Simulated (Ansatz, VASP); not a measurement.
## SrO in VASP and in Ansatz

INCAR

```
ALGO = Normal
EDIFF = 1E-6
ENCUT = 520
ISIF = 2
ISMEAR = 0
LASPH = T
LCHARG = F
LREAL = F
LWAVE = F
NBANDS = 15
NELM = 60
PREC = Accurate
SIGMA = 0.01
```

KPOINTS

```
k-points
0
Gamma
  8 8 8
```

Contents of POSCAR:

```
SrO
1.0
    0.0000000000      2.5195365828      2.5195365828
    2.5195365828      0.0000000000      2.5195365828
    2.5195365828      2.5195365828      0.0000000000
Sr O
1 1
Direct
    0.5000000000      0.5000000000      0.5000000000
    0.0000000000      0.0000000000      0.0000000000
```

Input for Ansatz:

```yaml
crystal:
  lattice:
    - [0.0, 2.51953658284, 2.51953658284]
    - [2.51953658284, 0.0, 2.51953658284]
    - [2.51953658284, 2.51953658284, 0.0]
  atoms:
    - { symbol: Sr, position: [0.5, 0.5, 0.5] }
    - { symbol: O, position: [0.0, 0.0, 0.0] }
kpoints:
  mp_grid: { grid: [8, 8, 8] }
scf:
  occupations: { method: fixed }
  convergence: { dr2_threshold: 1.0e-10 }
hamiltonian:
  xc: lda
  pseudopotentials: { kind: all_electron, lapw: { basis_error: 0.0005 } }
output:
  forces: true
  stress: true
  eigenstates:
    kpoints:
      - [0.0, 0.0, 0.0]
      - [0.0, -0.5, -0.5]
      - [-0.5, 0.0, -0.5]
      - [-0.5, -0.5, 0.0]
      - [-0.5, 0.0, 0.0]
      - [0.0, -0.5, 0.0]
      - [0.0, 0.0, -0.5]
      - [-0.5, -0.5, -0.5]
  eigenvalues: true
```

Alike in both runs: task single point; functional LDA; k mesh 8 × 8 × 8; no spin polarisation.

```csv
,VASP,Ansatz
version,VASP 6.6.1,Ansatz 0.2.0
potentials or method,"VASP PAW LDA potentials, release 64 (Sr_sv, O)","all-electron LAPW, scalar-relativistic"
plane-wave cutoff (eV),520,see its input
occupations,"gaussian, width 0.01 eV",fixed
```

Ansatz gave:

* gap on the k mesh at the Fermi level (eV): 3.11
* pressure (GPa): 1.6

Question: Estimate VASP's values.

Answer: gap on the k mesh at the Fermi level (eV): 3.04; pressure (GPa): 2.5.

Ansatz ran all-electron here, so the differences hold the error of VASP's frozen core and of both bases.

A k mesh can miss the band edges. LDA gaps usually lie below the measured ones, often by a third to a half.
